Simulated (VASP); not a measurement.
# ZnS in VASP: one cell, several levels of theory, part 2 of 2

VASP 6.6.1, plane waves, PAW.

## (3) r2SCAN at this geometry

INCAR reads:

```
ENCUT = 520.000000
SIGMA = 0.010000
EDIFF = 1.00e-07
ALGO = Normal
METAGGA = R2SCAN
PREC = Accurate
IBRION = -1
ISIF = 2
ISMEAR = 0
NBANDS = 16
NELM = 120
NSW = 0
LASPH = .TRUE.
LCHARG = .FALSE.
LWAVE = .FALSE.
LREAL = .FALSE.
```

KPOINTS reads:

```
KPOINTS created by Atomic Simulation Environment
0
Gamma
8 8 8
0 0 0
```

KPOINTS_OPT reads:

```
special points
6
Reciprocal
0.0000000000 0.0000000000 0.0000000000 1
-0.5000000000 -0.5000000000 0.0000000000 1
-0.3750000000 -0.3750000000 0.2500000000 1
-0.3750000000 0.0000000000 0.3750000000 1
0.0000000000 0.0000000000 0.5000000000 1
-0.5000000000 -0.2500000000 0.2500000000 1
```

POSCAR reads:

```
Zn S
 1.0000000000000000
     0.0000000000000000    2.6940858314999998    2.6671449732000001
     2.6940858314999998    0.0000000000000000    2.6671449732000001
     2.6940858314999998    2.6940858314999998    0.0000000000000000
 Zn  S
   1   1
Cartesian
  0.0000000000000000  0.0000000000000000  0.0000000000000000
  1.3470429157499999  1.3470429157499999  1.3335724865999998
```

Command:

```sh
mpirun -np 1 vasp_std
```

Printed to the terminal (iteration lines stand in OSZICAR):

```text
POSCAR found type information on POSCAR ZnS
 POSCAR found :  2 types and       2 ions
 -----------------------------------------------------------------------------
|                                                                             |
|                                                                             |
|     You enforced a specific xc type in the INCAR file but a different       |
|     I HOPE YOU KNOW WHAT YOU ARE DOING!                                     |
|                                                                             |
 -----------------------------------------------------------------------------

 LDA part: xc-table for (None), standard interpolation
 POSCAR, INCAR and KPOINTS ok, starting setup
 FFT: planning ... GRIDC
 FFT: planning ... GRID_SOFT
 FFT: planning ... GRID
 WAVECAR not read
 entering main loop
 Start KPOINTS_OPT (optional k-point list driver)
k-point batch [1-6\6]
```

OSZICAR:

```text
N       E                     dE             d eps       ncg     rms          rms(c)
DAV:   1     0.757622031787E+02    0.75762E+02   -0.92013E+03  1896   0.140E+03
DAV:   2    -0.160830528793E+02   -0.91845E+02   -0.86463E+02  2176   0.266E+02
DAV:   3    -0.218749526078E+02   -0.57919E+01   -0.57665E+01  2336   0.657E+01
DAV:   4    -0.219314947861E+02   -0.56542E-01   -0.56531E-01  2336   0.669E+00
DAV:   5    -0.219320940984E+02   -0.59931E-03   -0.59930E-03  2400   0.655E-01    0.736E+00
DAV:   6    -0.188791746827E+02    0.30529E+01   -0.14603E+00  1968   0.376E+01    0.653E+00
DAV:   7    -0.188481079697E+02    0.31067E-01   -0.42917E-01  2392   0.106E+01    0.378E+00
DAV:   8    -0.188633112761E+02   -0.15203E-01   -0.32384E-02  2416   0.171E+00    0.119E+00
DAV:   9    -0.188647097406E+02   -0.13985E-02   -0.32401E-03  2432   0.132E+00    0.111E-01
DAV:  10    -0.188648196929E+02   -0.10995E-03   -0.86812E-04  2280   0.311E-01    0.743E-02
DAV:  11    -0.188648549801E+02   -0.35287E-04   -0.24177E-04  2424   0.422E-01    0.472E-02
DAV:  12    -0.188648629274E+02   -0.79472E-05   -0.91660E-05  2408   0.252E-01    0.118E-02
DAV:  13    -0.188648628031E+02    0.12429E-06   -0.58165E-06  2384   0.295E-02    0.747E-03
DAV:  14    -0.188648667118E+02   -0.39087E-05   -0.48776E-07  2464   0.147E-02    0.316E-03
DAV:  15    -0.188648669820E+02   -0.27022E-06   -0.27235E-07  1880   0.705E-03    0.137E-03
DAV:  16    -0.188648669509E+02    0.31172E-07   -0.55272E-08  1184   0.234E-03
   1 F= -.18864867E+02 E0= -.18864867E+02  d E =-.620440E-85
       N       E                     dE             ncg
DAV:   1     0.141839990403E+04   -0.33606E+04      192
DAV:   2     0.842177276763E+03   -0.57622E+03      224
DAV:   3     0.808596159637E+03   -0.33581E+02      272
DAV:   4     0.808301010621E+03   -0.29515E+00      224
DAV:   5     0.808297888906E+03   -0.31217E-02      264
DAV:   6     0.808297834001E+03   -0.54906E-04      216
DAV:   7     0.808297832819E+03   -0.11816E-05      264
DAV:   8     0.808297832794E+03   -0.25381E-07      168
```

OUTCAR, selected sections:

```text
k-points           NKPTS =     59   k-points in BZ     NKDIM =     59   number of bands    NBANDS=     16

   NELECT =      18.0000    total number of electrons

   dimension x,y,z NGX =    28 NGY =   28 NGZ =   28
   dimension x,y,z NGXF=    56 NGYF=   56 NGZF=   56

  energy-cutoff  :      520.00
  volume of cell :       38.72
      direct lattice vectors                 reciprocal lattice vectors
     0.000000000  2.694085831  2.667144973    -0.185591711  0.185591711  0.187466375
     2.694085831  0.000000000  2.667144973     0.185591711 -0.185591711  0.187466375
     2.694085831  2.694085831  0.000000000     0.185591711  0.185591711 -0.187466375

 k-points in reciprocal lattice and weights: KPOINTS created by Atomic Simulation Env
   0.00000000  0.00000000  0.00000000       0.002
   0.12500000  0.00000000  0.00000000       0.016
   0.25000000  0.00000000  0.00000000       0.016
   0.37500000  0.00000000  0.00000000       0.016
   0.50000000  0.00000000  0.00000000       0.008
   0.12500000  0.12500000  0.00000000       0.004
   0.25000000  0.12500000  0.00000000       0.016
   0.37500000  0.12500000  0.00000000       0.016
[... 51 more k-points ...]

 E-fermi :   2.1699

 k-point     1 :       0.0000    0.0000    0.0000
  band No.  band energies     occupation
      1     -11.8027      2.00000
      2      -4.5685      2.00000
      3      -4.5684      2.00000
      4      -4.5626      2.00000
      5      -3.9975      2.00000
      6      -3.9950      2.00000
      7       1.9979      2.00000
      8       1.9979      2.00000
      9       2.0340      2.00000
     10       4.7728      0.00000
     11       8.8980      0.00000
     12       8.8982      0.00000
     13       8.8984      0.00000
     14      14.2485      0.00000
     15      14.4146      0.00000
     16      14.6710      0.00000

 k-point     2 :       0.1250    0.0000    0.0000
  band No.  band energies     occupation
      1     -11.6793      2.00000
      2      -4.5648      2.00000
      3      -4.5457      2.00000
      4      -4.5409      2.00000
      5      -3.9988      2.00000
      6      -3.9970      2.00000
      7       0.9100      2.00000
      8       1.8399      2.00000
      9       1.8698      2.00000
     10       5.5614      0.00000
     11       8.8095      0.00000
     12       9.1630      0.00000
     13       9.1723      0.00000
     14      13.6510      0.00000
     15      13.7807      0.00000
     16      15.4624      0.00000

 k-point     3 :       0.2500    0.0000    0.0000
  band No.  band energies     occupation
      1     -11.3568      2.00000
      2      -4.5136      2.00000
      3      -4.4953      2.00000
      4      -4.4888      2.00000
      5      -3.9948      2.00000
      6      -3.9945      2.00000
      7      -0.8858      2.00000
      8       1.4947      2.00000
      9       1.5367      2.00000
     10       6.0777      0.00000
     11       9.4985      0.00000
     12       9.5179      0.00000
     13       9.5944      0.00000
     14      13.5054      0.00000
     15      13.5484      0.00000
     16      14.8701      0.00000

 k-point     4 :       0.3750    0.0000    0.0000
  band No.  band energies     occupation
      1     -10.9903      2.00000
      2      -4.4544      2.00000
      3      -4.4466      2.00000
      4      -4.2822      2.00000
      5      -3.9790      2.00000
      6      -3.9758      2.00000
      7      -2.4959      2.00000
      8       1.1858      2.00000
      9       1.2388      2.00000
     10       5.9542      0.00000
     11       9.4500      0.00000
     12       9.5348      0.00000
     13      10.9154      0.00000
     14      14.5268      0.00000
     15      14.7329      0.00000
     16      14.7518      0.00000

 k-point     5 :       0.5000    0.0000    0.0000
  band No.  band energies     occupation
      1     -10.8218      2.00000
      2      -4.4411      2.00000
      3      -4.4324      2.00000
      4      -3.9679      2.00000
      5      -3.9630      2.00000
      6      -3.7929      2.00000
      7      -3.5137      2.00000
      8       1.0655      2.00000
      9       1.1227      2.00000
     10       5.8626      0.00000
     11       9.3457      0.00000
     12       9.4396      0.00000
     13      11.5016      0.00000
     14      14.9706      0.00000
     15      16.0776      0.00000
     16      16.1629      0.00000

 k-point     6 :       0.1250    0.1250    0.0000
  band No.  band energies     occupation
      1     -11.6362      2.00000
      2      -4.5831      2.00000
      3      -4.5262      2.00000
      4      -4.5262      2.00000
      5      -4.0122      2.00000
      6      -3.9851      2.00000
      7       1.0053      2.00000
      8       1.5633      2.00000
      9       1.5633      2.00000
     10       5.9286      0.00000
     11       8.1372      0.00000
     12       9.5664      0.00000
     13       9.5665      0.00000
     14      12.6840      0.00000
     15      14.4660      0.00000
     16      16.0552      0.00000

 k-point     7 :       0.2500    0.1250    0.0000
  band No.  band energies     occupation
      1     -11.3776      2.00000
      2      -4.5731      2.00000
      3      -4.4731      2.00000
      4      -4.4710      2.00000
      5      -4.0207      2.00000
      6      -3.9733      2.00000
      7      -0.3678      2.00000
      8       1.1581      2.00000
      9       1.2791      2.00000
     10       6.6517      0.00000
     11       8.0232      0.00000
     12       9.9733      0.00000
     13      10.1451      0.00000
     14      12.3198      0.00000
     15      14.4949      0.00000
     16      16.4060      0.00000

 k-point     8 :       0.3750    0.1250    0.0000
  band No.  band energies     occupation
      1     -11.0201      2.00000
      2      -4.4834      2.00000
      3      -4.4247      2.00000
      4      -4.3619      2.00000
      5      -3.9950      2.00000
      6      -3.9599      2.00000
      7      -1.9519      2.00000
      8       0.8601      2.00000
      9       0.8651      2.00000
     10       6.6370      0.00000
     11       8.7968      0.00000
     12      10.1375      0.00000
     13      10.1870      0.00000
     14      13.6100      0.00000
     15      15.3883      0.00000
     16      15.8011      0.00000

[... the tables of k-points 9 to 59 left out ...]

  Total        0.1747947      0.1747947      0.2695525      0.0000000      0.0000000      0.0000000
  in kB        7.2333494      7.2333494     11.1546119      0.0000000      0.0000000      0.0000000
  external PRESSURE =       8.5404369 kB  Pullay stress =       0.0000000 kB

 POSITION                                       TOTAL-FORCE (eV/Angst)
 -----------------------------------------------------------------------------------
      0.00000      0.00000      0.00000        -0.000000     -0.000000     -0.000000
      1.34704      1.34704      1.33357         0.000000      0.000000      0.000000
 -----------------------------------------------------------------------------------
    total drift:                                0.000013      0.000013      0.000005

  FREE ENERGIE OF THE ION-ELECTRON SYSTEM (eV)
  ---------------------------------------------------
  free  energy   TOTEN  =       -18.8648669509 eV

  energy  without entropy=      -18.8648669509  energy(sigma->0) =      -18.86486695
```

Hardware: 1 MPI rank of Intel Xeon Platinum 8488C, shared host.

The levels at the points of KPOINTS_OPT are read from vasprun.xml.

Band energies at the special points (eV, zero at the top of v, the last band that the electrons fill by count):

```
point    v−1      v     c   c+1
    Γ  -0.04   0.00  2.74  6.86
    X  -2.41  -2.41  3.62  4.39
    U  -3.30  -1.97  4.41  6.40
    K  -3.30  -1.92  4.49  6.49
    L  -0.97  -0.91  3.83  7.31
    W  -2.92  -2.89  6.00  6.64
```

r2SCAN gives a direct gap of 2.74 eV at Γ. Pressure: 0.85 GPa; the forces vanish within 0.01 eV/Å.

## (4) Results

What follows sums up all 2 parts.

```
 level  gap (eV)  pressure (GPa)  Ansatz: gap (eV)  Ansatz: pressure (GPa)
   PBE      2.17            3.27              2.17                    3.10
r2SCAN      2.74            0.85              2.73                    0.85
```

In words: The gap runs from 2.17 eV (PBE) to 2.74 eV (r2SCAN). At this one volume the pressure spans 0.9 GPa (r2SCAN) to 3.3 GPa (PBE): PBE wants the largest cell and r2SCAN the smallest. The two programs agree on the gap within 0.02 eV, far less than the spread between functionals. Each program uses its own PAW datasets and cutoff.
